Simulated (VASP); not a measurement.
# Ag (P6_3/mmc) in VASP: equation of state

Aim: energy against volume of Ag in PBEsol, for its equilibrium volume and stiffness.

Program: VASP 6.6.1. These are calculated values, not measurements. Logs are shortened: lines on timing, memory, paths and dates and some standing lists are left out, and cuts for length are marked.

## (1) The crystal as given

Symmetry: P6_3/mmc, No. 194, hexagonal system. Conventional cell: a = 2.886 Å, b = 2.886 Å, c = 10.000 Å, α = 90.00°, β = 90.00°, γ = 120.00°. Ag (site symmetry -3m) has 12 Ag at 2.89 to 3.00 Å as nearest neighbours. Ag (site symmetry -6m2) is surrounded by 12 Ag at 2.89 to 3.00 Å.

This isn't the form of Ag at room conditions, which is fcc.

## (2) Equation of state, PBEsol, 16.95 Å³/atom (volume scaled by 0.94)

Input file INCAR:

```
PREC = Accurate
ENCUT = 520
EDIFF = 1E-7
ISMEAR = -1
SIGMA = 0.05
LREAL = F
LASPH = T
NELM = 100
ALGO = Normal
ISIF = 2
LWAVE = F
LCHARG = F
GGA = PS
NBANDS = 30
```

Input file KPOINTS:

```
Automatic mesh
0
Gamma
  11 11 3
```

Input file POSCAR:

```
Ag
1.0
    2.8272814270      0.0000000000      0.0000000000
   -1.4136407135      2.4484975394      0.0000000000
    0.0000000000      0.0000000000      9.7958610872
Ag
4
Direct
    0.0000000000      0.0000000000      0.5000000000
    0.0000000000      0.0000000000      0.0000000000
    0.6666666667      0.3333333333      0.7500000000
    0.3333333333      0.6666666667      0.2500000000
```

Potentials or basis: VASP PAW PBE potentials, release 64 (Ag).

Started as:

```bash
$ cat potpaw_PBE.64/Ag/POTCAR > POTCAR
$ mpirun -np 1 vasp_std > vasp.out
```

OUTCAR:

```text
PREC = Accurate
   ENCUT = 520
   EDIFF = 1E-7
   ISMEAR = -1
   LREAL = F
   LASPH = T
   NELM = 100
   ISIF = 2
   GGA = PS

 Found     32 irreducible k-points:

 Following reciprocal coordinates:
            Coordinates               Weight
  0.000000  0.000000  0.000000      1.000000
  0.090909  0.000000  0.000000      6.000000
  0.181818  0.000000  0.000000      6.000000
  0.272727  0.000000  0.000000      6.000000
  0.363636  0.000000  0.000000      6.000000
  0.454545  0.000000  0.000000      6.000000
   k-points           NKPTS =     32   k-points in BZ     NKDIM =     32   number of bands    NBANDS=     30
   number of dos      NEDOS =    301   number of ions     NIONS =      4
   total plane-waves  NPLWV =  46080
   dimension x,y,z NGX =    24 NGY =   24 NGZ =   80
   dimension x,y,z NGXF=    48 NGYF=   48 NGZF=  160
   ions per type =               4
   NGX,Y,Z   is equivalent  to a cutoff of  14.11, 14.11, 13.58 a.u.
   NGXF,Y,Z  is equivalent  to a cutoff of  28.22, 28.22, 27.15 a.u.
 SYSTEM =  unknown system
   PREC   = accura    normal or accurate (medium, high low for compatibility)
   ISTART =      0    job   : 0-new  1-cont  2-samecut
   ICHARG =      2    charge: 1-file 2-atom 10-const
   ISPIN  =      1    spin polarized calculation?
   LNONCOLLINEAR =      F non collinear calculations
   LSORBIT =      F    spin-orbit coupling
   LASPH  =      T    aspherical Exc in radial PAW
   ENCUT  =  520.0 eV  38.22 Ry    6.18 a.u.   5.26  5.26 18.21*2*pi/ulx,y,z
   NELM   =    100;   NELMIN=  2; NELMDL= -5     # of ELM steps
   EDIFF  = 0.1E-06   stopping-criterion for ELM
   LREAL  =      F    real-space projection
   EDIFFG = 0.1E-05   stopping-criterion for IOM
   NSW    =      0    number of steps for IOM
   IBRION =     -1    ionic relax: 0-MD 1-quasi-New 2-CG
   NFREE  =      0    steps in history (QN), initial steepest desc. (CG)
   ISIF   =      2    stress and relaxation
   ISYM   =      2    0-nonsym 1-usesym 2-fastsym
   POTIM  = 0.5000    time-step for ionic-motion
   TEBEG  =    0.0;   TEEND  =   0.0 temperature during run
   PSTRESS=    0.0 pullay stress
   NELECT =      44.0000    total number of electrons
   NUPDOWN=      -1.0000    fix difference up-down
   EMIN   =  10.00;   EMAX   =-10.00  energy-range for DOS
   EFERMI =   0.00;   METHOD = LEGACY
   ISMEAR =    -1;   SIGMA  =   0.05  broadening in eV -4-tet -1-fermi 0-gaus
   EFERMI_NEDOS =   21; number of points for ismear=-14 and -15
   IALGO  =     38    algorithm
   IMIX   =      4    mixing-type and parameters
     AMIX     =   0.40;   BMIX     =  1.00
     AMIX_MAG =   1.60;   BMIX_MAG =  1.00
  volume/ion in A,a.u.               =      16.95       114.41
  Fermi-wavevector in a.u.,A,eV,Ry     =   1.417279  2.678269 27.329738  2.008679
  Thomas-Fermi vector in A             =   2.538526
   LORBIT       =      0    0 simple, 1 ext, 2 COOP (PROOUT), +10 PAW based schemes
   GGA     = PS    functional components
   LHFCALC =     F    Hartree Fock is set to
   AEXX    =    0.0000 exact exchange contribution
   IVDW    =     0    specifies the selected vdW correction
   LEPSILON=     F    determine dielectric tensor
   LRPA    =     F    only Hartree local field effects (RPA)
 non-spin polarized calculation
  energy-cutoff  :      520.00
  volume of cell :       67.81
 maximum number of plane-waves:      1842
 NGX is ok and might be reduce to    24
   NGX = 11   NGY = 11   NGZ = 37

 number of electron      44.0000005 magnetization

 Free energy of the ion-electron system (eV)
  ---------------------------------------------------
  ext. energy  EPLUGINS =         0.00000000
  ---------------------------------------------------
  free energy    TOTEN  =       -13.18633694 eV

  energy without entropy =      -13.17183157  energy(sigma->0) =      -13.17908425

 E-fermi :   8.3582     XC(G=0): -12.4436

 val. band max:        8.2870960439   @ k =   0.1818   0.1818   0.3333
 cond. band min:       8.3801988920   @ k =   0.2727   0.0909   0.3333
 fundamental gap:      0.0931028480
 Fermi energy:         8.3581898454

 k-point     1 :       0.0000    0.0000    0.0000
  band No.  band energies     occupation
      1       0.4364      2.00000
      2       1.6814      2.00000
      3       1.6816      2.00000
      4       1.8075      2.00000
      5       3.2661      2.00000
      6       3.5285      2.00000
      7       3.5285      2.00000
      8       3.5646      2.00000
      9       3.5646      2.00000
     10       3.6180      2.00000
     11       3.6241      2.00000
     12       3.6780      2.00000
     13       3.6780      2.00000
     14       3.7262      2.00000
     15       3.7262      2.00000
     16       4.5003      2.00000
     17       4.5003      2.00000
     18       4.8106      2.00000
     19       4.8106      2.00000
     20       4.9399      2.00000
     21       4.9399      2.00000
     22       5.2895      2.00000
     23       5.2895      2.00000
     24       7.4284      2.00000
     25      11.1418      0.00000
     26      18.2056      0.00000
     27      18.2165      0.00000
     28      24.0636      0.00000
     29      24.2384      0.00000
     30      25.2187      0.00000

 k-point     2 :       0.0909    0.0000    0.0000
  band No.  band energies     occupation
      1       0.6783      2.00000
      2       1.8946      2.00000
      3       1.8971      2.00000
      4       1.9659      2.00000
      5       3.3045      2.00000
      6       3.3445      2.00000
      7       3.4461      2.00000
      8       3.4596      2.00000
      9       3.4875      2.00000
     10       3.6459      2.00000
     11       3.6541      2.00000
     12       3.6784      2.00000
     13       3.7884      2.00000
     14       3.8069      2.00000
     15       3.8476      2.00000
     16       4.3817      2.00000
     17       4.4214      2.00000
     18       4.7601      2.00000
     19       4.8152      2.00000
     20       4.9212      2.00000
     21       5.0629      2.00000
     22       5.0986      2.00000
     23       5.3012      2.00000
     24       8.1706      1.95415
     25      11.1881      0.00000
     26      18.3993      0.00000
     27      18.4071      0.00000
     28      23.7575      0.00000
     29      24.1158      0.00000
     30      24.5385      0.00000

 k-point     3 :       0.1818    0.0000    0.0000
  band No.  band energies     occupation
      1       1.3333      2.00000
      2       2.2623      2.00000
      3       2.3655      2.00000
      4       2.4123      2.00000
      5       2.9970      2.00000
      6       3.1143      2.00000
      7       3.2605      2.00000
      8       3.3670      2.00000
      9       3.4140      2.00000
     10       3.6503      2.00000
     11       3.9014      2.00000
     12       3.9493      2.00000
     13       3.9680      2.00000
     14       3.9907      2.00000
     15       4.1670      2.00000
     16       4.1856      2.00000
     17       4.2502      2.00000
     18       4.2852      2.00000
     19       4.8091      2.00000
     20       4.8884      2.00000
     21       5.3252      2.00000
     22       5.4848      2.00000
     23       5.4952      2.00000
     24       9.6325      0.00000
     25      11.3683      0.00000
     26      18.9320      0.00000
     27      18.9445      0.00000
     28      20.7925      0.00000
     29      22.2595      0.00000
     30      22.2711      0.00000

 k-point     4 :       0.2727    0.0000    0.0000
  band No.  band energies     occupation
      1       2.0026      2.00000
      2       2.2587      2.00000
      3       2.3653      2.00000
      4       2.5462      2.00000
      5       2.8118      2.00000
      6       2.8413      2.00000
      7       3.3244      2.00000
      8       3.4119      2.00000
      9       3.5148      2.00000
     10       3.6323      2.00000
     11       3.9616      2.00000
     12       4.1414      2.00000
     13       4.3474      2.00000
     14       4.3546      2.00000
     15       4.4140      2.00000
     16       4.5356      2.00000
     17       4.6542      2.00000
     18       4.6892      2.00000
     19       4.8878      2.00000
     20       4.9573      2.00000
     21       5.3445      2.00000
     22       6.1059      2.00000
     23       6.1182      2.00000
     24      11.3453      0.00000
     25      11.7970      0.00000
     26      17.3928      0.00000
     27      18.8878      0.00000
     28      19.1389      0.00000
     29      19.6899      0.00000
     30      19.9479      0.00000

 k-point     5 :       0.3636    0.0000    0.0000
  band No.  band energies     occupation
      1       2.0085      2.00000
      2       2.0710      2.00000
      3       2.0779      2.00000
      4       2.3695      2.00000
      5       2.5399      2.00000
      6       2.8249      2.00000
      7       3.0414      2.00000
      8       3.4592      2.00000
      9       3.7106      2.00000
     10       3.8201      2.00000
     11       3.8993      2.00000
     12       4.4611      2.00000
     13       4.4782      2.00000
     14       4.9845      2.00000
     15       5.0362      2.00000
     16       5.1491      2.00000
     17       5.2036      2.00000
     18       5.2197      2.00000
     19       5.2707      2.00000
     20       5.3728      2.00000
     21       5.8011      2.00000
     22       7.2129      2.00000
     23       7.2518      2.00000
     24      12.4397      0.00000
     25      13.0880      0.00000
     26      14.3618      0.00000
     27      16.0549      0.00000
     28      16.2265      0.00000
     29      19.8323      0.00000
     30      19.8932      0.00000

 k-point     6 :       0.4545    0.0000    0.0000
  band No.  band energies     occupation
      1       1.8720      2.00000
      2       1.8936      2.00000
      3       1.9467      2.00000
      4       2.2242      2.00000
      5       2.3746      2.00000
      6       2.7693      2.00000
      7       2.9159      2.00000
      8       3.3100      2.00000
      9       3.7341      2.00000
     10       4.0023      2.00000
     11       4.1013      2.00000
     12       4.4536      2.00000
     13       4.4613      2.00000
     14       5.3140      2.00000
     15       5.3166      2.00000
     16       5.4692      2.00000
     17       5.4789      2.00000
     18       5.5320      2.00000
     19       5.5468      2.00000
     20       5.5724      2.00000
     21       7.6684      2.00000
     22       8.6999      0.00215
     23       8.8636      0.00008
     24      10.8909      0.00000
     25      13.1900      0.00000
     26      13.2235      0.00000
     27      14.9717      0.00000
     28      15.5308      0.00000
     29      17.5651      0.00000
     30      18.2121      0.00000

 [... further k-points ...]

------------------------ aborting loop because EDIFF is reached ----------------------------------------

  FORCE on cell =-STRESS in cart. coord.  units (eV):
  Direction    XX          YY          ZZ          XY          YZ          ZX
  --------------------------------------------------------------------------------------
  -------------------------------------------------------------------------------------
  Total       -0.0302163     -0.0302163     -2.1166134      0.0000000      0.0000000      0.0000000
  in kB       -0.7139047     -0.7139047    -50.0081506      0.0000000      0.0000000      0.0000000
  external PRESSURE =     -17.1453200 kB  Pullay stress =       0.0000000 kB

 VOLUME and BASIS-vectors are now :
 -----------------------------------------------------------------------------
  energy-cutoff  :      520.00
  volume of cell :       67.81
      direct lattice vectors                 reciprocal lattice vectors
     2.827281427  0.000000000  0.000000000     0.353696661  0.204206862  0.000000000
    -1.413640713  2.448497539  0.000000000     0.000000000  0.408413725  0.000000000
     0.000000000  0.000000000  9.795861087     0.000000000  0.000000000  0.102083930

 POSITION                                       TOTAL-FORCE (eV/Angst)
 -----------------------------------------------------------------------------------
      0.00000      0.00000      4.89793         0.000000     -0.000000      0.000000
      0.00000      0.00000      0.00000         0.000000     -0.000000      0.000000
      1.41364      0.81617      7.34690        -0.000000      0.000000     -0.000000
     -0.00000      1.63233      2.44897         0.000000     -0.000000      0.000000
 -----------------------------------------------------------------------------------
    total drift:                               -0.000000      0.000000     -0.000000

  FREE ENERGIE OF THE ION-ELECTRON SYSTEM (eV)
  ---------------------------------------------------
  free  energy   TOTEN  =       -13.1863369356 eV

  energy  without entropy=      -13.1718315731  energy(sigma->0) =      -13.17908425
```

It took 26 s on 1 thread of Intel Xeon 6975P-C (Granite Rapids), shared host; peak memory 0.21 GiB.

What came out:

```yaml
Free_energy: -13.1863 eV
Pressure: -1.7 GPa
Band_gap_on_the_k_mesh: none (metal or under the smearing width)
```

Caveat: the PAW data sets were made with another functional, which shifts forces and pressure a little.

## (3) Equation of state, PBEsol, 17.31 Å³/atom (volume scaled by 0.96)

INCAR is that of step 2.

KPOINTS is that of step 2.

Input file POSCAR:

```
Ag
1.0
    2.8471925156      0.0000000000      0.0000000000
   -1.4235962578      2.4657410479      0.0000000000
    0.0000000000      0.0000000000      9.8648482973
Ag
4
Direct
    0.0000000000      0.0000000000      0.5000000000
    0.0000000000      0.0000000000      0.0000000000
    0.6666666667      0.3333333333      0.7500000000
    0.3333333333      0.6666666667      0.2500000000
```

Potentials or basis: VASP PAW PBE potentials, release 64 (Ag).

Started as:

```bash
$ cat potpaw_PBE.64/Ag/POTCAR > POTCAR
$ mpirun -np 1 vasp_std > vasp.out
```

Run time: 24 s. Hardware: 1 thread of Intel Xeon 6975P-C (Granite Rapids), shared host; peak memory 0.22 GiB.

Results (log left out):

- Free energy: -13.1620 eV
- Pressure: -3.8 GPa
- Band gap on the k mesh: none (metal or under the smearing width)

Caveat: the PAW data sets were made with another functional, which shifts forces and pressure a little.

## (4) Equation of state, PBEsol, 17.67 Å³/atom (volume scaled by 0.98)

INCAR is that of step 3.

KPOINTS is that of step 3.

Input file POSCAR:

```
Ag
1.0
    2.8668289465      0.0000000000      0.0000000000
   -1.4334144733      2.4827466960      0.0000000000
    0.0000000000      0.0000000000      9.9328838838
Ag
4
Direct
    0.0000000000      0.0000000000      0.5000000000
    0.0000000000      0.0000000000      0.0000000000
    0.6666666667      0.3333333333      0.7500000000
    0.3333333333      0.6666666667      0.2500000000
```

Started as:

```bash
$ cat potpaw_PBE.64/Ag/POTCAR > POTCAR
$ mpirun -np 1 vasp_std > vasp.out
```

Wall time 26 s (1 thread of Intel Xeon 6975P-C (Granite Rapids), shared host); peak memory 0.22 GiB.

Results (log left out):

```yaml
Free_energy: -13.1197 eV
Pressure: -5.7 GPa
Band_gap_on_the_k_mesh: none (metal or under the smearing width)
```

Caveat: the PAW data sets were made with another functional, which shifts forces and pressure a little.

## (5) Equation of state, PBEsol, 18.40 Å³/atom (volume scaled by 1.02)

INCAR is that of step 4.

KPOINTS is that of step 4.

Input file POSCAR:

```
Ag
1.0
    2.9053144643      0.0000000000      0.0000000000
   -1.4526572322      2.5160761321      0.0000000000
    0.0000000000      0.0000000000     10.0662270956
Ag
4
Direct
    0.0000000000      0.0000000000      0.5000000000
    0.0000000000      0.0000000000      0.0000000000
    0.6666666667      0.3333333333      0.7500000000
    0.3333333333      0.6666666667      0.2500000000
```

Started as:

```bash
$ cat potpaw_PBE.64/Ag/POTCAR > POTCAR
$ mpirun -np 1 vasp_std > vasp.out
```

Wall time 26 s (1 thread of Intel Xeon 6975P-C (Granite Rapids), shared host); peak memory 0.22 GiB.

Results (log left out):

```yaml
Free_energy: -12.9912 eV
Pressure: -8.6 GPa
Band_gap_on_the_k_mesh: none (metal or under the smearing width)
```

Caveat: the PAW data sets were made with another functional, which shifts forces and pressure a little.

## (6) Equation of state, PBEsol, 18.76 Å³/atom (volume scaled by 1.04)

INCAR is that of step 5.

KPOINTS is that of step 5.

Input file POSCAR:

```
Ag
1.0
    2.9241806713      0.0000000000      0.0000000000
   -1.4620903357      2.5324147466      0.0000000000
    0.0000000000      0.0000000000     10.1315940382
Ag
4
Direct
    0.0000000000      0.0000000000      0.5000000000
    0.0000000000      0.0000000000      0.0000000000
    0.6666666667      0.3333333333      0.7500000000
    0.3333333333      0.6666666667      0.2500000000
```

Potentials or basis: VASP PAW PBE potentials, release 64 (Ag).

Started as:

```bash
$ cat potpaw_PBE.64/Ag/POTCAR > POTCAR
$ mpirun -np 1 vasp_std > vasp.out
```

Run time: 25 s. Hardware: 1 thread of Intel Xeon 6975P-C (Granite Rapids), shared host; peak memory 0.22 GiB.

The run converged. Its results:

```yaml
Free_energy: -12.9091 eV
Pressure: -9.8 GPa
Band_gap_on_the_k_mesh: none (metal or under the smearing width)
```

Caveat: the PAW data sets were made with another functional, which shifts forces and pressure a little.

## (7) Equation of state, PBEsol, 19.12 Å³/atom (volume scaled by 1.06)

INCAR is that of step 6.

KPOINTS is that of step 6.

Input file POSCAR:

```
Ag
1.0
    2.9428065281      0.0000000000      0.0000000000
   -1.4714032640      2.5485452117      0.0000000000
    0.0000000000      0.0000000000     10.1961282242
Ag
4
Direct
    0.0000000000      0.0000000000      0.5000000000
    0.0000000000      0.0000000000      0.0000000000
    0.6666666667      0.3333333333      0.7500000000
    0.3333333333      0.6666666667      0.2500000000
```

Started as:

```bash
$ cat potpaw_PBE.64/Ag/POTCAR > POTCAR
$ mpirun -np 1 vasp_std > vasp.out
```

Run time: 25 s. Hardware: 1 thread of Intel Xeon 6975P-C (Granite Rapids), shared host; peak memory 0.22 GiB.

The run converged. Its results:

- Free energy: -12.8173 eV
- Pressure: -10.7 GPa
- Band gap on the k mesh: none (metal or under the smearing width)

Caveat: the PAW data sets were made with another functional, which shifts forces and pressure a little.

## (8) Equation of state, PBEsol

This step only gathers the single runs of the series.

Results:

```
Equilibrium volume                        : 16.71 Å³/atom (rough: see the caveat)
Bulk modulus at fixed shape and positions : 118 GPa (rough)
```

Energy against volume, from the lowest point:
```csv
volume (Å³/atom),energy (meV/atom)
16.953,0.00
17.314,6.09
17.675,16.65
18.035,31.08
18.396,48.79
18.757,69.32
19.117,92.25
```

Caveat: the minimum lies outside the volumes run; the cell was scaled at fixed shape and fractional positions, which overstates the stiffness of a crystal with free parameters, most of all of layers and chains; the PAW data sets were made with another functional, which shifts forces and pressure a little.
